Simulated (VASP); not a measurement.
# KF (P4mm) in VASP: a series of runs, part 2 of 2

VASP 6.6.1. The steps go on from the part before.

## 3. Single point, LDA (atom 1 (K) moved by (-0.225, +0.000) A along y and z)

File INCAR:

```
SYSTEM = KF
PREC = Accurate ; ENCUT = 520
EDIFF = 1E-6 ; ISMEAR = 0
SIGMA = 0.05 ; LREAL = .False.
LASPH = .True. ; NELM = 80
ALGO = Normal ; ISIF = 2
LWAVE = .False. ; LCHARG = .False.
GGA = CA ; NBANDS = 15
```

File KPOINTS:

```
Automatic mesh
0
Gamma
  8 8 8
  0 0 0
```

File POSCAR:

```
KF
1.0
    3.2589550000      0.0000000000      0.0000000000
    0.0000000000      3.2589550000      0.0000000000
    0.0000000000      0.0000000000      3.2589550000
K F
1 1
Direct
    0.0000000000     -0.0690405360      0.0000000000
    0.5000000000      0.5000000000      0.5000000000
```

Potentials or basis: VASP PAW LDA potentials, release 64 (K_sv, F).

Run with:

```
cat potpaw_LDA.64/K_sv/POTCAR potpaw_LDA.64/F/POTCAR > POTCAR
mpirun -np 1 vasp_std > vasp.out
```

Run time: 16 s. Hardware: 1 thread of AMD EPYC 9R45 (Zen 5), shared host; peak memory 0.12 GiB.

Results (log left out):

```
Free energy            : -8.8593 eV
Pressure               : -5.0 GPa
Largest force          : 0.089 eV/Å
Band gap on the k mesh : 5.92 eV, indirect (least direct gap 5.97 eV)
```

Forces in eV/Å, atoms in the order of the input:
```
K    0.000  0.089  0.000
F    0.000 -0.089  0.000
```

Stress tensor (GPa, compression positive):
```
-5.09  0.00  0.00
 0.00 -4.94  0.00
 0.00  0.00 -5.09
```

Levels at points of the mesh, in eV from the valence-band top:
| k point | band 4 | band 5 | band 6 | band 7 | band 8 | band 9 | band 10 | band 11 | band 12 | band 13 |
| --- | --- | --- | --- | --- | --- | --- | --- | --- | --- | --- |
| (0.00, 0.00, 0.00) | -9.70 | -9.70 | -0.08 | -0.05 | -0.05 | 5.92 | 8.11 | 8.25 | 13.89 | 13.93 |
| (0.50, 0.00, 0.00) | -9.59 | -9.58 | -1.25 | -0.19 | -0.13 | 9.00 | 9.21 | 10.40 | 12.41 | 12.46 |
| (0.00, 0.50, 0.00) | -9.58 | -9.58 | -1.26 | -0.16 | -0.16 | 9.15 | 9.19 | 10.57 | 12.35 | 12.35 |
| (0.50, 0.50, 0.00) | -10.50 | -9.49 | -0.63 | -0.62 | -0.02 | 8.24 | 8.81 | 11.82 | 11.91 | 13.73 |
| (0.50, 0.00, 0.50) | -10.53 | -9.50 | -0.61 | -0.61 | 0.00 | 8.42 | 8.76 | 11.78 | 11.78 | 14.02 |
| (0.50, 0.50, 0.50) | -10.31 | -10.31 | -1.06 | -1.04 | -1.04 | 10.17 | 10.17 | 10.42 | 14.84 | 15.06 |

A k mesh can miss the band edges.

## 4. Single point, LDA (atom 1 (K) moved by (-0.450, -0.450) A along y and z)

File INCAR:

```
SYSTEM = KF
  PREC = Accurate
  ENCUT = 520
  EDIFF = 1E-6
  ISMEAR = 0
  SIGMA = 0.05
  LREAL = .False.
  LASPH = .True.
  NELM = 60
  ALGO = Fast
  ISIF = 2
  LWAVE = .False.
  LCHARG = .True.
  LELF = .True.
  LVHAR = .True.
  NBANDS = 15
```

File KPOINTS:

```
regular mesh
0
Gamma
  8 8 8
  0 0 0
```

Edit POSCAR of step 3 so:

```diff
@@ -8,3 +8,3 @@
 Direct
-    0.0000000000     -0.0690405360      0.0000000000
+    0.0000000000     -0.1380810720     -0.1380810720
     0.5000000000      0.5000000000      0.5000000000
```

Potentials or basis: VASP PAW LDA potentials, release 64 (K_sv, F).

Run with:

```
cat potpaw_LDA.64/K_sv/POTCAR potpaw_LDA.64/F/POTCAR > POTCAR
mpirun -np 1 vasp_std > vasp.out
```

OUTCAR:

```text
SYSTEM = KF
   PREC = Accurate
   ENCUT = 520
   EDIFF = 1E-6
   ISMEAR = 0
   LREAL = .False.
   LASPH = .True.
   NELM = 60
   ISIF = 2

 ion  position               nearest neighbor table
   1  0.000  0.862  0.862-   2 2.33   2 2.33
   2  0.500  0.500  0.500-   1 2.33   1 2.33

  LATTYP: Found a simple cubic cell.
 ALAT       =     3.2589550000

  Lattice vectors:

 A1 = (   3.2589550000,   0.0000000000,   0.0000000000)
 A2 = (   0.0000000000,   3.2589550000,   0.0000000000)
 A3 = (   0.0000000000,   0.0000000000,   3.2589550000)

Analysis of symmetry for initial positions (statically):
=====================================================================
 Subroutine PRICEL returns:
 Original cell was already a primitive cell.

 Routine SETGRP: Setting up the symmetry group for a
 simple cubic supercell.

 Subroutine GETGRP returns: Found  4 space group operations
 (whereof  4 operations were pure point group operations)
 out of a pool of 48 trial point group operations.

The static configuration has the point symmetry C_2v.

Analysis of symmetry for dynamics (positions and initial velocities):
=====================================================================
 Subroutine PRICEL returns:
 Original cell was already a primitive cell.
[... 177 lines left out ...]
     11       6.4372      0.00000
     12      11.6465      0.00000
     13      11.7156      0.00000
     14      11.7311      0.00000
[... 401 lines left out ...]
      2     -21.1785      2.00000
      3     -12.4639      2.00000
      4     -12.1963      2.00000
      5     -11.8723      2.00000
      6      -3.3281      2.00000
      7      -2.9684      2.00000
      8      -2.6863      2.00000
      9       5.3936      0.00000
     10       6.9716      0.00000
     11       7.9132      0.00000
     12       9.4741      0.00000
     13      10.5678      0.00000
     14      11.3759      0.00000
     15      15.2103      0.00000

 [... further k-points ...]

------------------------ aborting loop because EDIFF is reached ----------------------------------------

  FORCE on cell =-STRESS in cart. coord.  units (eV):
  Direction    XX          YY          ZZ          XY          YZ          ZX
  --------------------------------------------------------------------------------------
  -------------------------------------------------------------------------------------
  Total        0.4565167     -0.0209558     -0.0209558      0.0000000      0.9764959      0.0000000
  in kB       21.1315894     -0.9700190     -0.9700190      0.0000000     45.2007763      0.0000000
  external PRESSURE =       6.3971838 kB  Pullay stress =       0.0000000 kB

 VOLUME and BASIS-vectors are now :
 -----------------------------------------------------------------------------
  energy-cutoff  :      520.00
  volume of cell :       34.61
      direct lattice vectors                 reciprocal lattice vectors
     3.258955000  0.000000000  0.000000000     0.306846827  0.000000000  0.000000000
     0.000000000  3.258955000  0.000000000     0.000000000  0.306846827  0.000000000
     0.000000000  0.000000000  3.258955000     0.000000000  0.000000000  0.306846827

 POSITION                                       TOTAL-FORCE (eV/Angst)
 -----------------------------------------------------------------------------------
      0.00000      2.80896      2.80896         0.000000      0.708049      0.708049
      1.62948      1.62948      1.62948         0.000000     -0.708049     -0.708049
 -----------------------------------------------------------------------------------
    total drift:                                0.000000     -0.003392     -0.003392

  FREE ENERGIE OF THE ION-ELECTRON SYSTEM (eV)
  ---------------------------------------------------
  free  energy   TOTEN  =        -8.6746951770 eV

  energy  without entropy=       -8.6746951770  energy(sigma->0) =       -8.67469518
```

OSZICAR:

```text
N       E                     dE             d eps       ncg     rms          rms(c)
DAV:   1     0.105388395559E+03    0.10539E+03   -0.76995E+03  3150   0.100E+03
DAV:   2    -0.455129776318E+01   -0.10994E+03   -0.10176E+03  4006   0.289E+02
DAV:   3    -0.977490499336E+01   -0.52236E+01   -0.51973E+01  5016   0.539E+01
[... 11 lines left out ...]
RMM:  15    -0.867468429666E+01   -0.12022E-04   -0.98865E-05  5005   0.498E-02    0.107E-02
RMM:  16    -0.867468916646E+01   -0.48698E-05   -0.48070E-05  4782   0.358E-02    0.355E-03
RMM:  17    -0.867469254447E+01   -0.33780E-05   -0.26828E-05  4404   0.237E-02    0.608E-03
RMM:  18    -0.867469434656E+01   -0.18021E-05   -0.13201E-05  4133   0.170E-02    0.737E-03
RMM:  19    -0.867469517704E+01   -0.83048E-06   -0.65802E-06  3457   0.118E-02
   1 F= -.86746952E+01 E0= -.86746952E+01  d E =-.121296E-19
```

stdout:

```text
POSCAR found type information on POSCAR K F
 POSCAR found :  2 types and       2 ions
 scaLAPACK will be used
 LDA part: xc-table for (Slater(with rela. corr.)+CA(PZ))
 , standard interpolation
 POSCAR, INCAR and KPOINTS ok, starting setup
 FFT: planning ... GRIDC
 FFT: planning ... GRID_SOFT
 FFT: planning ... GRID
 WAVECAR not read
 entering main loop
WARNING in EDDRMM: call to ZHEGV failed, returncode =   6  3     12
WARNING in EDDRMM: call to ZHEGV failed, returncode =   6  3     14
WARNING in EDDRMM: call to ZHEGV failed, returncode =   6  3     12
```

It took 36 s on 1 thread of AMD EPYC 9R45 (Zen 5), shared host; peak memory 0.13 GiB.

Results:

* Free energy: -8.6747 eV
* Pressure: 0.6 GPa
* Largest force: 1.001 eV/Å
* Band gap on the k mesh: 5.95 eV, indirect (least direct gap 6.00 eV)

Forces on the atoms (eV/Å):
```
K    0.000  0.708  0.708
F    0.000 -0.708 -0.708
```

Stress tensor (GPa, compression positive):
```
 2.11  0.00  0.00
 0.00 -0.10  4.52
 0.00  4.52 -0.10
```

Levels at points of the mesh, in eV from the valence-band top:
| k point | band 6 | band 7 | band 8 | band 9 | band 10 | band 11 |
| --- | --- | --- | --- | --- | --- | --- |
| (0.00, 0.00, 0.00) | -0.25 | -0.08 | -0.05 | 5.95 | 8.76 | 9.09 |
| (0.50, 0.00, 0.00) | -1.02 | -0.12 | -0.09 | 8.80 | 9.30 | 9.97 |
| (0.00, 0.50, 0.00) | -1.15 | -0.22 | -0.08 | 9.07 | 9.81 | 10.24 |
| (0.50, 0.50, 0.00) | -0.55 | -0.47 | -0.03 | 8.79 | 9.14 | 11.86 |
| (0.00, 0.50, 0.50) | -0.67 | -0.56 | -0.19 | 8.05 | 9.54 | 12.10 |
| (0.50, 0.50, 0.50) | -1.04 | -0.75 | -0.69 | 9.76 | 10.30 | 10.63 |

Caveat: forces of over 1 eV/Å show positions far from the minimum, so gaps and moduli don't describe the material at rest.

## 5. The runs side by side

```csv
cell,gap on the mesh (eV),pressure (GPa),largest force (eV/Å)
"atom 1 (K) moved by (-0.450, +0.000) A along y and z",5.91,-3.2,0.23
"atom 1 (K) moved by (-0.225, +0.000) A along y and z",5.92,-5.0,0.09
"atom 1 (K) moved by (-0.450, -0.450) A along y and z",5.95,0.6,1.00
```

Alike in all rows: task single point; level LDA; potentials or basis VASP PAW LDA potentials, release 64 (K_sv, F); no spin polarisation; k mesh 8 × 8 × 8; cutoff (eV) 520; smearing gaussian 0.05 eV.

Caveats: forces of over 1 eV/Å show positions far from the minimum, so gaps and moduli don't describe the material at rest (some runs).

Absolute energies hang on the potentials; compare differences alone.
